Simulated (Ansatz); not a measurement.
# C (Fd-3m) in Ansatz: notebook

One crystal, C, is run at these levels: RPBE; tasks: single point, equation of state.

Everything below comes from runs of Ansatz 0.2.0. Logs are shortened: lines on timing, memory, paths and dates and some standing lists are left out, and cuts for length are marked.

**The experiment to reproduce.**

“Equation of state of cubic boron nitride at high pressures and temperatures”, 2007, arxiv:cond-mat/0702656 quotes, for a bulk crystal of C: bulk modulus 444.8 ± 0.8 GPa.

How close the calculation comes is told below.

## Step 1: Starting point

It takes space group Fd-3m (No. 227, cubic). Conventional cell: a = 3.567 Å, b = 3.567 Å, c = 3.567 Å, α = 90.00°, β = 90.00°, γ = 90.00°. C (site symmetry -43m) has 4 C at 1.54 Å as nearest neighbours.

This isn't the form of C at room conditions, which is graphite.

## Step 2: Single point, RPBE, 5.33 Å³/atom (volume scaled by 0.94)

Input file input.yaml:

```yaml
crystal:
  lattice:
    - [0.0, 1.7469644787, 1.7469644787]
    - [1.7469644787, 0.0, 1.7469644787]
    - [1.7469644787, 1.7469644787, 0.0]
  atoms:
    - { symbol: C, position: [0.75, 0.75, 0.75] }
    - { symbol: C, position: [0.5, 0.5, 0.5] }
hamiltonian:
  xc: rpbe
  pseudopotentials: { kind: paw }
kpoints:
  mp_grid: { grid: [13, 13, 13] }
scf:
  occupations: { method: fermi_dirac, width: 0.05 }
output:
  forces: true
  stress: true
  eigenvalues: true
```

Potentials or basis: Ansatz PAW.

The run is started by

```sh
$ ansatz run input.yaml --threads 2 --pin off --max-ram 5120MiB --backend cpu --events-out ev --progress --plain --runs-dir out
```

Standard output:

```text
Warning: RAYON_NUM_THREADS=2 ignored (pool sized by the plan → 2); use --threads N
Engine: ansatz 0.2.0, aarch64-unknown-linux-gnu
Pseudopotentials: kind: paw
Pseudopotential: C, paw, valence charge 4, recommended cutoff 420 eV (normal), C.paw.azcp
Functional definition: RPBE
  parameter kappa = 0.804
  parameter beta = 0.06672455060314922
  exchange = rpbe_x(kappa = kappa, mu = beta*pi^2/3)
  correlation = pbe_c(beta = beta)
Crystal: 2 atoms, lattice volume = 10.663 Å³
Basis set: ecut = 420 eV, 181 PW (Γ), exchange–correlation on 36×36×36 points (8 copies of the dense FFT grid, shifted against one another)
Bands: 8, of which v1, the nominal top of the filled ones, is band 4 counted from 1 (3 counted from 0)
Symmetry: 48 space group operations
Space group: Fd-3m (ITA 227), of the structure as read, at distance tolerance 2.2e-5 Å
k-points: 84 of 2197
Non-local potential: C, projectors of the file, l = 0: 2, l = 1: 2, l = 2: 1
PAW form: soft (Blöchl's): semilocal exchange-correlation on the pseudo side does not see the compensation charge
PAW frozen core: C, regenerated for the run's functional, and the local potential with it (the file was generated under x = pbe(κ = 0.804, μ = 0.2195149727645171), c = pbe(β = 0.06672455060314922))
PAW one-centre angular grid: C, 110 points (default); XC on 64 Gauss nodes
Initial density: superposition of atomic densities (neutral atoms: chi_scale 0, normalization atom), corrected by the library's trained network
Initial wavefunctions: pseudopotential atomic-orbital guess
Functional: x = rpbe, c = pbe(β = 0.06672455060314922)
SCF iter   1: F=—  HF=-503.997702 eV  |F-HF|=—  |Δ(HF+E_count)|=         —  Δρ=5.52e-3  dr2=1.16e-3  ethr=1.77e-3  ⟨swp⟩=4.7  Hψ=4349  notcnv=0
preconditioner: auto → none  [insulator: Δε(μ)=4.262 eV  Ē_g=20.622 eV  σ=0.050 eV  W_gap=1.00  n_scr=0 (ndim 8)  ℏωp=32.2 eV  f_vac=0.000  D(μ)=0.00/eV (n_scr^D=0)  ε∞_Penn≈3.4]
SCF iter   2: F=—  HF=-503.997669 eV  |F-HF|=—  |Δ(HF+E_count)|=   3.30e-5  Δρ=2.33e-3  dr2=1.57e-4  ethr=1.45e-5  ⟨swp⟩=1.8  Hψ=1520  notcnv=0
SCF iter   3: F=—  HF=-503.997748 eV  |F-HF|=—  |Δ(HF+E_count)|=   7.86e-5  Δρ=3.16e-4  dr2=2.15e-6  ethr=1.96e-6  ⟨swp⟩=2.7  Hψ=1039  notcnv=0
SCF iter   4: F=—  HF=-503.997752 eV  |F-HF|=—  |Δ(HF+E_count)|=   4.02e-6  Δρ=2.50e-5  dr2=4.39e-8  ethr=2.69e-8  ⟨swp⟩=2.7  Hψ=998  notcnv=0
iter 5 did not close the SCF: its close was put off for the readings that it lacked (scf_convergence_deferred on its scf_iter line)
SCF iter   5: F=-503.997752 eV  HF=-503.997752 eV  |F-HF|=1.25e-10  |Δ(HF+E_count)|=   9.44e-9  Δρ=9.35e-7  dr2=2.21e-11  ethr=5.49e-10  ⟨swp⟩=2.4  Hψ=1023  notcnv=0
SCF iter   6: F=-503.997752 eV  HF=-503.997752 eV  |F-HF|=3.41e-13  |Δ(HF+E_count)|=  1.29e-10  Δρ=5.45e-8  dr2=4.41e-14  ethr=1.00e-12  ⟨swp⟩=1.0  Hψ=2033  notcnv=0
SCF 1 converged in 6 iterations: F = -503.997752 eV  dr2 = 4.41e-14
SCF converged after 6 iterations
Free energy (F): -503.997752 eV
Harris-Foulkes:  -503.997752 eV  (|F-HF|=3.41e-13)
Internal energy: -503.997752 eV  (E = F + TS)
E sigma→0 (E₀):  -503.997752 eV
Fermi energy:    16.701736 eV
--- Per-component energies (eV) ---
  E_band       = 41.402269
  E_kinetic    = 188.782504
  E_local      = -116.521756  (includes V_loc(G=0)·N_el)
  E_nonlocal   = 52.914917
  E_hartree    = 25.860276
  E_xc         = -98.751879
  E_vxc        = -122.579549  (∫ρ·V_xc dr)
  E_paw        = -201.039562  (= ΣΔE_a)
  E_vpaw       = -12.914412  (= ΣTr[D̂ρ^β])
  E_aug_tail   = 0.000012  (compensation charges beyond the density's cutoff)
  E_ewald      = -355.212636
  E_core_change = -0.029629  (= ΣΔE_core)
  E_smearing   = -0.000000  (= −TS)
  E_closure    = -0.000000  (closes the sum)
  Σ components = -503.997752   (vs F -503.997752, Δ=0.00e0)
--- Forces (eV/Å), atoms counted from 1 ---
  atom   1  C      0.00000000     0.00000000     0.00000000
  atom   2  C      0.00000000    -0.00000000    -0.00000000
  max |Σ_I F_I| component: 3.70e-17 eV/Å
--- Stress (GPa, compression-positive) ---
       38.910969      -0.000000       0.000000
        0.000000      38.910969       0.000000
        0.000000       0.000000      38.910969
  P = ⅓ Tr σ = 38.9110 GPa (389.110 kbar)
--- Band table (eV; the first three rows and the last of 84) ---
  k-point 0: bands = ["-7.8238", "14.5844", "14.5844", "14.5844", "20.3577", "20.3577", "20.3577", "29.2476"]
  k-point 1: bands = ["-7.6528", "13.4547", "14.2837", "14.2837", "20.7501", "20.7501", "21.0522", "29.3585"]
  k-point 2: bands = ["-7.1415", "11.0681", "13.6111", "13.6111", "21.6338", "21.6338", "22.2102", "29.6749"]
  k-point 83: bands = ["1.3292", "2.8431", "5.3667", "6.3958", "25.0717", "25.2689", "27.4705", "28.7643"]
```

Run time: 0.34 s. Hardware: 2 threads of Arm Neoverse V2, shared host; peak memory 0.24 GiB.

What came out:

- Free energy: -503.9978 eV
- Pressure: 38.9 GPa
- Band gap on the k mesh: 4.28 eV, indirect (least direct gap 5.77 eV)

Caveat: odd divisions of the mesh miss points on the zone boundary, where band edges often lie, so the gap on the mesh can be too wide; the pressure holds a Pulay correction of +0.9 GPa for the finite cutoff; the PAW data sets come from PBE, with cores solved anew for the run's functional, which leaves a small shift of forces and pressure.

## Step 3: Single point, RPBE, 5.44 Å³/atom (volume scaled by 0.96)

input.yaml, as its differences from that of step 2:

```diff
@@ -2,5 +2,5 @@
   lattice:
-    - [0.0, 1.7469644787, 1.7469644787]
-    - [1.7469644787, 0.0, 1.7469644787]
-    - [1.7469644787, 1.7469644787, 0.0]
+    - [0.0, 1.7592674508, 1.7592674508]
+    - [1.7592674508, 0.0, 1.7592674508]
+    - [1.7592674508, 1.7592674508, 0.0]
   atoms:
```

Potentials or basis: Ansatz PAW.

The run is started by

```sh
$ ansatz run input.yaml --threads 2 --pin off --max-ram 5120MiB --backend cpu --events-out ev --progress --plain --runs-dir out
```

It took 0.34 s on 2 threads of Arm Neoverse V2, shared host; peak memory 0.24 GiB.

Results (log left out):

* Free energy: -504.0448 eV
* Pressure: 27.6 GPa
* Band gap on the k mesh: 4.23 eV, indirect (least direct gap 5.72 eV)

Caveat: odd divisions of the mesh miss points on the zone boundary, where band edges often lie, so the gap on the mesh can be too wide; the pressure holds a Pulay correction of +0.9 GPa for the finite cutoff; the PAW data sets come from PBE, with cores solved anew for the run's functional, which leaves a small shift of forces and pressure.

## Step 4: Single point, RPBE, 5.56 Å³/atom (volume scaled by 0.98)

input.yaml, as its differences from that of step 3:

```diff
@@ -2,5 +2,5 @@
   lattice:
-    - [0.0, 1.7592674508, 1.7592674508]
-    - [1.7592674508, 0.0, 1.7592674508]
-    - [1.7592674508, 1.7592674508, 0.0]
+    - [0.0, 1.7714007132, 1.7714007132]
+    - [1.7714007132, 0.0, 1.7714007132]
+    - [1.7714007132, 1.7714007132, 0.0]
   atoms:
@@ -19 +19,5 @@
   eigenvalues: true
+  write_density: true
+  write_potential: true
+  elf: true
+  volumetric_format: npy
```

The run is started by

```sh
$ ansatz run input.yaml --threads 2 --pin off --max-ram 5120MiB --backend cpu --events-out ev --progress --plain --runs-dir out
```

Wall time 0.44 s (2 threads of Arm Neoverse V2, shared host); peak memory 0.25 GiB.

The run converged. Its results:

```
Free energy            : -504.0764 eV
Pressure               : 17.3 GPa
Band gap on the k mesh : 4.19 eV, indirect (least direct gap 5.66 eV)
```

Caveat: odd divisions of the mesh miss points on the zone boundary, where band edges often lie, so the gap on the mesh can be too wide; the pressure holds a Pulay correction of +0.9 GPa for the finite cutoff; the PAW data sets come from PBE, with cores solved anew for the run's functional, which leaves a small shift of forces and pressure.

## Step 5: Single point, RPBE, 5.67 Å³/atom

Input file input.yaml:

```yaml
crystal:
  lattice:
    - [0.0, 1.78337, 1.78337]
    - [1.78337, 0.0, 1.78337]
    - [1.78337, 1.78337, 0.0]
  atoms:
    - { symbol: C, position: [0.75, 0.75, 0.75] }
    - { symbol: C, position: [0.5, 0.5, 0.5] }
hamiltonian:
  xc: rpbe
  pseudopotentials: { kind: paw }
kpoints:
  mp_grid: { grid: [13, 13, 13] }
scf:
  occupations: { method: fermi_dirac, width: 0.05 }
output:
  forces: true
  stress: true
  eigenvalues: true
```

The run is started by

```sh
$ ansatz run input.yaml --threads 2 --pin off --max-ram 5120MiB --backend cpu --events-out ev --progress --plain --runs-dir out
```

Wall time 0.34 s (2 threads of Arm Neoverse V2, shared host); peak memory 0.24 GiB.

Results (log left out):

```yaml
Free_energy: -504.0943 eV
Pressure: 7.9 GPa
Band_gap_on_the_k_mesh: 4.15 eV, indirect (least direct gap 5.60 eV)
```

Caveat: odd divisions of the mesh miss points on the zone boundary, where band edges often lie, so the gap on the mesh can be too wide; the pressure holds a Pulay correction of +0.9 GPa for the finite cutoff; the PAW data sets come from PBE, with cores solved anew for the run's functional, which leaves a small shift of forces and pressure.

## Step 6: Single point, RPBE, 5.79 Å³/atom (volume scaled by 1.02)

input.yaml, as its differences from that of step 5:

```diff
@@ -2,5 +2,5 @@
   lattice:
-    - [0.0, 1.78337, 1.78337]
-    - [1.78337, 0.0, 1.78337]
-    - [1.78337, 1.78337, 0.0]
+    - [0.0, 1.7951807415, 1.7951807415]
+    - [1.7951807415, 0.0, 1.7951807415]
+    - [1.7951807415, 1.7951807415, 0.0]
   atoms:
```

Potentials or basis: Ansatz PAW.

The run is started by

```sh
$ ansatz run input.yaml --threads 2 --pin off --max-ram 5120MiB --backend cpu --events-out ev --progress --plain --runs-dir out
```

It took 0.35 s on 2 threads of Arm Neoverse V2, shared host; peak memory 0.24 GiB.

The run converged. Its results:

```yaml
Free_energy: -504.0994 eV
Pressure: -0.6 GPa
Band_gap_on_the_k_mesh: 4.11 eV, indirect (least direct gap 5.55 eV)
```

Caveat: odd divisions of the mesh miss points on the zone boundary, where band edges often lie, so the gap on the mesh can be too wide; the pressure holds a Pulay correction of +0.9 GPa for the finite cutoff; the PAW data sets come from PBE, with cores solved anew for the run's functional, which leaves a small shift of forces and pressure.

## Step 7: Single point, RPBE, 5.90 Å³/atom (volume scaled by 1.04)

input.yaml, as its differences from that of step 6:

```diff
@@ -2,5 +2,5 @@
   lattice:
-    - [0.0, 1.7951807415, 1.7951807415]
-    - [1.7951807415, 0.0, 1.7951807415]
-    - [1.7951807415, 1.7951807415, 0.0]
+    - [0.0, 1.806838086, 1.806838086]
+    - [1.806838086, 0.0, 1.806838086]
+    - [1.806838086, 1.806838086, 0.0]
   atoms:
```

The run is started by

```sh
$ ansatz run input.yaml --threads 2 --pin off --max-ram 5120MiB --backend cpu --events-out ev --progress --plain --runs-dir out
```

Run time: 0.35 s. Hardware: 2 threads of Arm Neoverse V2, shared host; peak memory 0.24 GiB.

It converged, with:

```
Free energy            : -504.0929 eV
Pressure               : -8.4 GPa
Band gap on the k mesh : 4.07 eV, indirect (least direct gap 5.50 eV)
```

Caveat: odd divisions of the mesh miss points on the zone boundary, where band edges often lie, so the gap on the mesh can be too wide; the pressure holds a Pulay correction of +0.9 GPa for the finite cutoff; the PAW data sets come from PBE, with cores solved anew for the run's functional, which leaves a small shift of forces and pressure.

## Step 8: Single point, RPBE, 6.01 Å³/atom (volume scaled by 1.06)

input.yaml, as its differences from that of step 7:

```diff
@@ -2,5 +2,5 @@
   lattice:
-    - [0.0, 1.806838086, 1.806838086]
-    - [1.806838086, 0.0, 1.806838086]
-    - [1.806838086, 1.806838086, 0.0]
+    - [0.0, 1.8183469191, 1.8183469191]
+    - [1.8183469191, 0.0, 1.8183469191]
+    - [1.8183469191, 1.8183469191, 0.0]
   atoms:
@@ -19 +19,5 @@
   eigenvalues: true
+  write_density: true
+  write_potential: true
+  elf: true
+  volumetric_format: npy
```

The run is started by

```sh
$ ansatz run input.yaml --threads 2 --pin off --max-ram 5120MiB --backend cpu --events-out ev --progress --plain --runs-dir out
```

Run time: 0.45 s. Hardware: 2 threads of Arm Neoverse V2, shared host; peak memory 0.25 GiB.

It converged, with:

```yaml
Free_energy: -504.0759 eV
Pressure: -15.5 GPa
Band_gap_on_the_k_mesh: 4.03 eV, indirect (least direct gap 5.45 eV)
```

Caveat: odd divisions of the mesh miss points on the zone boundary, where band edges often lie, so the gap on the mesh can be too wide; the pressure holds a Pulay correction of +0.9 GPa for the finite cutoff; the PAW data sets come from PBE, with cores solved anew for the run's functional, which leaves a small shift of forces and pressure.

## Step 9: Equation of state, RPBE

Potentials or basis: Ansatz PAW.

No new run: the results of the series are fitted here.

Results:

| Property | Result |
| --- | --- |
| Equilibrium volume | 5.78 Å³/atom |
| Bulk modulus | 419 GPa |
| Pressure derivative of the bulk modulus | 3.7 |

Energy against volume, from the lowest point:
```csv
volume (Å³/atom),energy (meV/atom)
5.332,50.82
5.445,27.31
5.558,11.47
5.672,2.55
5.785,0.00
5.899,3.22
6.012,11.73
```

Caveat: the potentials were made for another functional, which shifts forces and pressure.

## Step 10: How close it comes

Step 9. Measured bulk modulus of C: 444.8 GPa (quoted in “Equation of state of cubic boron nitride at high pressures and temperatures”, 2007, arxiv:cond-mat/0702656). This calculation gives 419 GPa (-5.8 %). 3 values of this kind are on record (442 to 444.8 GPa); this one was drawn at random among those near their median, those with a stated uncertainty first. The fit is for a static lattice scaled at fixed shape and fixed fractional positions. The cell as given is a measured one (5.67 Å³/atom); RPBE puts the equilibrium volume +1.9 % from it, thermal expansion not counted.
